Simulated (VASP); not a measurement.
# SnO₂: electric field gradients, 5 variants

SnO₂, P4_2/mnm (no. 136), 6 atoms in the cell. PBE, electric field gradients; PAW potentials Sn_d, O (PBE set).

| Cell | Vzz of the first element (V/Å²) | Vzz of the second element (V/Å²) | Time (s) |
|---|---|---|---|
| as given | -59.93 | -105.40 | 18 |
| last atom moved along z (Å) = 0.01 | -60.21 | -105.40 | 31 |
| last atom moved along z (Å) = 0.02 | -61.04 | -105.40 | 32 |
| last atom moved along z (Å) = 0.05 | -66.56 | -105.44 | 30 |
| last atom moved along z (Å) = 0.1 | -83.59 | -105.57 | 28 |

Limits: rows 3, 4: the Sn sites differ; a column by element shows the first atom in the POSCAR; row 5: the Sn and O sites differ; a column by element shows the first atom in the POSCAR.

## Input of the first row

INCAR:
```
GGA = PE ; PREC = Accurate
ENCUT = 600 ; EDIFF = 1E-7
LREAL = False ; LASPH = True
ALGO = Normal ; NELM = 120
LWAVE = False ; LCHARG = False
ISMEAR = 0 ; SIGMA = 0.02
KPAR = 4 ; LEFG = True
QUAD_EFG = 0 -25.58
```

KPOINTS:
```
k-points
0
Gamma
  5 5 8
```

POSCAR:
```
SnO2
1.0
    4.7380000000      0.0000000000      0.0000000000
    0.0000000000      4.7380000000      0.0000000000
    0.0000000000      0.0000000000      3.1865000000
Sn O
2 4
Direct
    0.5000000000      0.5000000000      0.5000000000
    0.0000000000      0.0000000000      0.0000000000
    0.8071000000      0.1929000000      0.5000000000
    0.6929000000      0.6929000000      0.0000000000
    0.1929000000      0.8071000000      0.5000000000
    0.3071000000      0.3071000000      0.0000000000
```

Commands:
```
cat potpaw_PBE.64/Sn_d/POTCAR potpaw_PBE.64/O/POTCAR > POTCAR
mpirun -np 4 vasp_std > vasp.out
```

VASP 6.6.1 took 18 s on 4 cores (AMD EPYC 9R45 (Zen 5)), a shared host.
